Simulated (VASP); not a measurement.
# WS2 (P6_3/mmc) in VASP: Born charges and dielectric tensor with LDA

Aim: the Born charges and dielectric tensor of WS2 with LDA.

Program: VASP 6.6.1. These are calculated values, not measurements. Logs are shortened: lines on timing, memory, paths and dates and some standing lists are left out, and cuts for length are marked.

## (1) The crystal as given

It takes space group P6_3/mmc (No. 194, hexagonal). Conventional cell: a = 3.184 Å, b = 3.184 Å, c = 12.978 Å, α = 90.00°, β = 90.00°, γ = 120.00°. W (site symmetry -6m2) has 6 S at 2.41 Å as nearest neighbours. S (site symmetry 3m) is surrounded by 3 W at 2.41 Å.

The cell is a database's computed one.

## (2) Born charges and dielectric tensor, LDA

Input file INCAR:

```
SYSTEM = WS2
PREC     = Accurate       ! precision mode
ENCUT    = 600            ! plane-wave cutoff, eV
EDIFF    = 1E-8           ! SCF threshold, eV
ISMEAR   = 0              ! smearing method
SIGMA    = 0.02           ! smearing width, eV
LREAL    = .False.        ! projectors in reciprocal space
LASPH    = .True.         ! aspherical terms in the spheres
NELM     = 60             ! most SCF steps
ALGO     = Normal         ! electronic algorithm
ISIF     = 2              ! what is computed and relaxed
LWAVE    = .False.        ! write WAVECAR
LCHARG   = .False.        ! write CHGCAR
LEPSILON = .True.         ! dielectric tensor by DFPT
IBRION   = 8              ! ionic algorithm
NSW      = 1              ! ionic steps
```

Input file KPOINTS:

```
Automatic mesh
0
Gamma
  12 12 2
  0 0 0
```

Input file POSCAR:

```
WS2
1.0
    3.1842228900      0.0000000000      0.0000000000
   -1.5921114500      2.7576179200      0.0000000000
    0.0000000000      0.0000000000     12.9782823600
W S
2 4
Direct
    0.3333333300      0.6666666700      0.2500000000
    0.6666666700      0.3333333300      0.7500000000
    0.3333333300      0.6666666700      0.6298049400
    0.6666666700      0.3333333300      0.1298049400
    0.3333333300      0.6666666700      0.8701950600
    0.6666666700      0.3333333300      0.3701950600
```

Potentials or basis: VASP PAW LDA potentials, release 64 (W_sv, S).

Run with:

```bash
> cat potpaw_LDA.64/W_sv/POTCAR potpaw_LDA.64/S/POTCAR > POTCAR
> mpirun -np 1 vasp_std > vasp.out
```

OUTCAR:

```text
SYSTEM = WS2
   PREC = Accurate
   ENCUT = 600
   EDIFF = 1E-8
   ISMEAR = 0
   LREAL = .False.
   LASPH = .True.
   NELM = 60
   ISIF = 2
   LEPSILON = .True.
   IBRION = 8
   NSW = 1

 ion  position               nearest neighbor table
   1  0.333  0.667  0.250-   4 2.41   6 2.41   4 2.41   6 2.41   4 2.41   6 2.41
   2  0.667  0.333  0.750-   3 2.41   5 2.41   3 2.41   5 2.41   3 2.41   5 2.41
   3  0.333  0.667  0.630-   2 2.41   2 2.41   2 2.41
   4  0.667  0.333  0.130-   1 2.41   1 2.41   1 2.41
   5  0.333  0.667  0.870-   2 2.41   2 2.41   2 2.41
   6  0.667  0.333  0.370-   1 2.41   1 2.41   1 2.41

  LATTYP: Found a hexagonal cell.
 ALAT       =     3.1842228900
 C/A-ratio  =     4.0758083866

  Lattice vectors:

 A1 = (   3.1842228900,   0.0000000000,   0.0000000000)
 A2 = (  -1.5921114500,   2.7576179200,   0.0000000000)
 A3 = (   0.0000000000,   0.0000000000,  12.9782823600)

Analysis of symmetry for initial positions (statically):
=====================================================================
 Subroutine PRICEL returns:
 Original cell was already a primitive cell.

 Routine SETGRP: Setting up the symmetry group for a
 hexagonal supercell.

 Subroutine GETGRP returns: Found 24 space group operations
 (whereof 12 operations were pure point group operations)
 out of a pool of 24 trial point group operations.

The static configuration has the point symmetry D_3d.
 The point group associated with its full space group is D_6h.

Analysis of symmetry for dynamics (positions and initial velocities):
=====================================================================
 Subroutine PRICEL returns:
 Original cell was already a primitive cell.

 Routine SETGRP: Setting up the symmetry group for a
 hexagonal supercell.

 Subroutine GETGRP returns: Found 24 space group operations
 (whereof 12 operations were pure point group operations)
 out of a pool of 24 trial point group operations.

The dynamic configuration has the point symmetry D_3d.
 The point group associated with its full space group is D_6h.

 Subroutine INISYM returns: Found 24 space group operations
 (whereof 12 operations are pure point group operations),
 and found     1 'primitive' translations

----------------------------------------------------------------------------------------

                                     Primitive cell

  volume of cell :     113.9606

  direct lattice vectors                    reciprocal lattice vectors
     3.184222890  0.000000000  0.000000000     0.314048367  0.181315910  0.000000000
    -1.592111450  2.757617920  0.000000000     0.000000000  0.362631818  0.000000000
     0.000000000  0.000000000 12.978282360     0.000000000  0.000000000  0.077051799

  length of vectors
     3.184222890  3.184222898 12.978282360     0.362631819  0.362631818  0.077051799

  position of ions in fractional coordinates (direct lattice)
     0.333333330  0.666666670  0.250000000
     0.666666670  0.333333330  0.750000000
     0.333333330  0.666666670  0.629804940
[... 1037 lines left out ...]
  free energy    TOTEN  =        -0.14782339 eV

  energy without entropy =       -0.14782339

------------------------ aborting loop because EDIFF is reached ----------------------------------------

 INTERNAL STRAIN TENSOR  FOR ION    3  DIRECTION 3   (eV/Angst):
 -----------------------------------------------------------------------------
    10.87540 -0.00000  0.00000
    -0.00000 10.87540  0.00000
     0.00000 -0.00000 30.71065

 MACROSCOPIC STATIC DIELECTRIC TENSOR (including local field effects in DFT)
 ------------------------------------------------------
          13.388472    -0.000000     0.000000
          -0.000000    13.388472     0.000000
          -0.000000     0.000000     5.079562
 ------------------------------------------------------

 PIEZOELECTRIC TENSOR (including local field effects)  for field in x, y, z        (e  Angst)
          XX          YY          ZZ          XY          YZ          ZX
  --------------------------------------------------------------------------------
  x     0.00000     0.00000     0.00000     0.00000     0.00000     0.00000
  y     0.00000     0.00000     0.00000     0.00000     0.00000     0.00000
  z     0.00000     0.00000     0.00000     0.00000     0.00000     0.00000

 PIEZOELECTRIC TENSOR (including local field effects)  for field in x, y, z        (C/m^2)
          XX          YY          ZZ          XY          YZ          ZX
  --------------------------------------------------------------------------------
  x     0.00000     0.00000     0.00000     0.00000     0.00000     0.00000
  y     0.00000     0.00000     0.00000     0.00000     0.00000     0.00000
  z     0.00000     0.00000     0.00000     0.00000     0.00000     0.00000

 BORN EFFECTIVE CHARGES (including local field effects) (in |e|, cummulative output)
 ---------------------------------------------------------------------------------
 ion    1
    1    -0.60662     0.00000    -0.00000
    2     0.00000    -0.60662     0.00000
    3    -0.00000     0.00000    -0.37596
 ion    2
    1    -0.60662     0.00000    -0.00000
    2     0.00000    -0.60662     0.00000
    3    -0.00000     0.00000    -0.37596
 ion    3
    1     0.30331    -0.00000     0.00000
    2    -0.00000     0.30331     0.00000
    3     0.00000    -0.00000     0.18798
 ion    4
    1     0.30331    -0.00000     0.00000
    2    -0.00000     0.30331    -0.00000
    3    -0.00000    -0.00000     0.18798
 ion    5
    1     0.30331    -0.00000     0.00000
    2    -0.00000     0.30331    -0.00000
    3    -0.00000     0.00000     0.18798
 ion    6
    1     0.30331    -0.00000     0.00000
    2    -0.00000     0.30331     0.00000
    3     0.00000    -0.00000     0.18798

 INTERNAL STRAIN TENSOR FOR ION    6 for displacements in x,y,z  (eV/Angst):
          X           Y           Z          XY          YZ          ZX
  --------------------------------------------------------------------------------
  x    -0.00000     0.00000     0.00000     3.04363     0.00000   -14.02763
  y     3.04363    -3.04363     0.00000     0.00000   -15.35663     0.00000
  z   -10.87540   -10.87540   -30.71065     0.00000     0.00000     0.00000

 SECOND DERIVATIVES (NOT SYMMETRIZED)
 ------------------------------------
               1X          1Y          1Z          2X          2Y          2Z          3X          3Y          3Z          4X          4Y          4Z          5X          5Y          5Z          6X          6Y          6Z
  1X   -20.759134    0.000000    0.000000    0.026761   -0.000000    0.000000    0.010987   -0.000000    0.000000   10.355200   -0.000000   -0.000000    0.010987   -0.000000   -0.000000   10.355200   -0.000000    0.000000
  1Y     0.000000  -20.759134   -0.000000   -0.000000    0.026761   -0.000000   -0.000000    0.010987    0.000000   -0.000000   10.355200   -0.000000   -0.000000    0.010987   -0.000000   -0.000000   10.355200    0.000000
  1Z     0.000000    0.000000  -31.326152   -0.000000    0.000000    0.055821    0.000000    0.000000   -0.025088   -0.000000   -0.000000   15.660254   -0.000000   -0.000000   -0.025088    0.000000    0.000000   15.660254
  2X     0.026761   -0.000000    0.000000  -20.759134    0.000000    0.000000   10.355200   -0.000000    0.000000    0.010987   -0.000000   -0.000000   10.355200   -0.000000   -0.000000    0.010987   -0.000000    0.000000
  2Y    -0.000000    0.026761   -0.000000    0.000000  -20.759134   -0.000000   -0.000000   10.355200    0.000000   -0.000000    0.010987   -0.000000   -0.000000   10.355200   -0.000000   -0.000000    0.010987    0.000000
  2Z    -0.000000    0.000000    0.055821    0.000000    0.000000  -31.326152    0.000000    0.000000   15.660254   -0.000000   -0.000000   -0.025088   -0.000000   -0.000000   15.660254    0.000000    0.000000   -0.025088
  3X     0.011181   -0.000000    0.000000   10.352898   -0.000000    0.000000  -10.059968    0.000000   -0.000000   -0.007586    0.000000   -0.000000   -0.318127    0.000000    0.000000    0.021601   -0.000000   -0.000000
  3Y    -0.000000    0.011181    0.000000   -0.000000   10.352898    0.000000    0.000000  -10.059968    0.000000    0.000000   -0.007586    0.000000    0.000000   -0.318127    0.000000   -0.000000    0.021601    0.000000
  3Z     0.000000    0.000000    0.011828   -0.000000    0.000000   15.612778    0.000000    0.000000  -17.566311    0.000000    0.000000    0.037519   -0.000000   -0.000000    1.933669   -0.000000    0.000000   -0.029483
  4X    10.352898   -0.000000   -0.000000    0.011181   -0.000000   -0.000000   -0.007586    0.000000    0.000000  -10.059968    0.000000    0.000000    0.021601   -0.000000    0.000000   -0.318127    0.000000    0.000000
  4Y    -0.000000   10.352898    0.000000   -0.000000    0.011181    0.000000    0.000000   -0.007586    0.000000    0.000000  -10.059968   -0.000000   -0.000000    0.021601   -0.000000    0.000000   -0.318127   -0.000000
  4Z     0.000000    0.000000   15.612778    0.000000   -0.000000    0.011828    0.000000    0.000000    0.037519   -0.000000   -0.000000  -17.566311   -0.000000    0.000000   -0.029483    0.000000    0.000000    1.933669
  5X     0.011181   -0.000000   -0.000000   10.352898   -0.000000   -0.000000   -0.318127    0.000000    0.000000    0.021601   -0.000000    0.000000  -10.059968    0.000000    0.000000   -0.007586    0.000000    0.000000
  5Y    -0.000000    0.011181    0.000000   -0.000000   10.352898    0.000000    0.000000   -0.318127   -0.000000   -0.000000    0.021601   -0.000000    0.000000  -10.059968   -0.000000    0.000000   -0.007586    0.000000
  5Z     0.000000   -0.000000    0.011828    0.000000    0.000000   15.612778    0.000000    0.000000    1.933669   -0.000000    0.000000   -0.029483   -0.000000   -0.000000  -17.566311    0.000000    0.000000    0.037519
  6X    10.352898   -0.000000    0.000000    0.011181   -0.000000    0.000000    0.021601   -0.000000   -0.000000   -0.318127    0.000000    0.000000   -0.007586    0.000000   -0.000000  -10.059968    0.000000   -0.000000
  6Y    -0.000000   10.352898    0.000000   -0.000000    0.011181    0.000000   -0.000000    0.021601    0.000000    0.000000   -0.318127    0.000000    0.000000   -0.007586    0.000000    0.000000  -10.059968    0.000000
  6Z    -0.000000    0.000000   15.612778    0.000000    0.000000    0.011828   -0.000000    0.000000   -0.029483   -0.000000   -0.000000    1.933669    0.000000    0.000000    0.037519    0.000000    0.000000  -17.566311

 Eigenvectors and eigenvalues of the dynamical matrix
 ----------------------------------------------------

   1 f  =   12.682190 THz    79.684551 2PiTHz  423.032332 cm-1    52.449301 meV
             X         Y         Z           dx          dy          dz
     -0.000000  1.838412  3.244571     0.000000   -0.000000   -0.359836
      1.592111  0.919206  9.733712    -0.000000    0.000000    0.359836
     -0.000000  1.838412  8.173786     0.000000   -0.000000   -0.430417
      1.592111  0.919206  1.684645    -0.000000    0.000000    0.430417
     -0.000000  1.838412 11.293637    -0.000000    0.000000   -0.430417
      1.592111  0.919206  4.804496    -0.000000    0.000000    0.430417
[... 145 lines left out ...]
  18 f/i=    0.001875 THz     0.011782 2PiTHz    0.062548 cm-1     0.007755 meV
             X         Y         Z           dx          dy          dz
     -0.000000  1.838412  3.244571    -0.000000   -0.000000   -0.608792
      1.592111  0.919206  9.733712    -0.000000   -0.000000   -0.608792
     -0.000000  1.838412  8.173786    -0.000000   -0.000000   -0.254335
      1.592111  0.919206  1.684645    -0.000000   -0.000000   -0.254335
     -0.000000  1.838412 11.293637    -0.000000   -0.000000   -0.254335
      1.592111  0.919206  4.804496    -0.000000   -0.000000   -0.254335

--------------------------------------------------------------------------------------------------------

 MACROSCOPIC STATIC DIELECTRIC TENSOR IONIC CONTRIBUTION
 ------------------------------------------------------
           0.056372    -0.000000    -0.000000
          -0.000000     0.056372     0.000000
          -0.000000     0.000000     0.014358
 ------------------------------------------------------

 ELASTIC MODULI CONTR FROM IONIC RELAXATION (kBar)
 Direction    XX          YY          ZZ          XY          YZ          ZX
 --------------------------------------------------------------------------------
 XX        -429.3037   -255.2336   -966.5200      0.0000      0.0000     -0.0000
 YY        -255.2336   -429.3037   -966.5200      0.0000     -0.0000      0.0000
 ZZ        -966.5200   -966.5200  -2729.3208      0.0000      0.0000      0.0000
 XY           0.0000      0.0000      0.0000    -87.0351     -0.0000      0.0000
 YZ           0.0000      0.0000      0.0000     -0.0000  -1357.2740      0.0000
 ZX          -0.0000      0.0000      0.0000      0.0000      0.0000  -1132.5160
 --------------------------------------------------------------------------------

 PIEZOELECTRIC TENSOR IONIC CONTR  for field in x, y, z        (C/m^2)
          XX          YY          ZZ          XY          YZ          ZX
  --------------------------------------------------------------------------------
  x     0.00000    -0.00000     0.00000     0.00000     0.00000     0.00000
  y     0.00000     0.00000    -0.00000     0.00000     0.00000    -0.00000
  z     0.00000    -0.00000     0.00000    -0.00000    -0.00000    -0.00000
```

Wall time 57 min (1 thread of Intel Xeon 6975P-C (Granite Rapids), shared host); peak memory 1.4 GiB.

Results:

```
Band gap on the k mesh                                  : 1.15 eV, indirect (least direct gap 1.73 eV)
Electronic dielectric tensor (diagonal)                 : 13.39, 13.39, 5.08
Born charges (mean of the diagonal)                     : W -0.53; S +0.26 e
Highest phonon frequency at Γ, LO-TO splitting left out : 423 cm⁻¹
```

Phonon frequencies in cm⁻¹ (negative: imaginary):
```csv
q point,frequencies
"(0.000, 0.000, 0.000)",0 0 0 10 15 15 287 287 288 288 344 344 344 344 406 407 423 423
```

Electronic dielectric tensor:
```
13.39  0.00  0.00
 0.00 13.39  0.00
 0.00  0.00  5.08
```

Born effective charge tensors (e):
atom 1, W
```
-0.61  0.00  0.00
 0.00 -0.61  0.00
 0.00  0.00 -0.38
```
atom 2, W
```
-0.61  0.00  0.00
 0.00 -0.61  0.00
 0.00  0.00 -0.38
```
atom 3, S
```
0.30 0.00 0.00
0.00 0.30 0.00
0.00 0.00 0.19
```
atom 4, S
```
0.30 0.00 0.00
0.00 0.30 0.00
0.00 0.00 0.19
```
atom 5, S
```
0.30 0.00 0.00
0.00 0.30 0.00
0.00 0.00 0.19
```
atom 6, S
```
0.30 0.00 0.00
0.00 0.30 0.00
0.00 0.00 0.19
```

Caveat: spin-orbit coupling is left out, which moves the levels of the heavy elements.
